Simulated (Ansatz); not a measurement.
Is this GaP2 stable against decomposition?

Method: DFT PBE, scalar-relativistic, plane waves, PAW (Ansatz). All cells share a 420 eV cutoff and Γ-centred k meshes spaced about 0.3 Å⁻¹ or finer (0.25 for metals, 2π included). No spin polarisation.

Energies over the elements count from the elements' standard structures at the same level, with no fitted energy shifts. The references include black phosphorus.

Temperature and zero-point effects are left out. The reference form of P is held partly by dispersion forces, which this level lacks.

The competitors are the elements and 1 reference phase of this chemical system (from databases or known types: GaP), relaxed at the same level; other known phases may be missing.

The candidate was reached from: random cell.

Space group Pnnm (No. 58). a = 4.960 Å, b = 6.126 Å, c = 3.641 Å, α = 90.00°, β = 90.00°, γ = 90.00°
```csv
atom,site,symmetry,x,y,z
Ga,2c,..2/m,0.5000,0.0000,0.5000
P,4g,..m,0.1658,0.1069,0.0000
```

Problem. Where does it stand against these competitors?

Solution. Not stable. Its formation energy is -0.041 eV/atom. The lowest competing mixture at this composition is this:

```
phase      space group             source  share of atoms  ΔE_f (eV/atom)
    P                -            element          0.3333         -0.0005
  GaP  F-43m (No. 216)  Materials Project          0.6667          -0.432
```

The lowest database cell of P (-0.0005) lies slightly below the reference, hence the non-zero entry.

The mixture lies at -0.288 eV/atom, and the candidate lies 0.25 eV/atom above it. The candidate matches no cell in the subsets of the Crystallography Open Database and the Materials Project at hand. The margin is far too high for a likely synthesis. It has the marcasite type. It holds P–P pairs (shortest 2.10 Å).
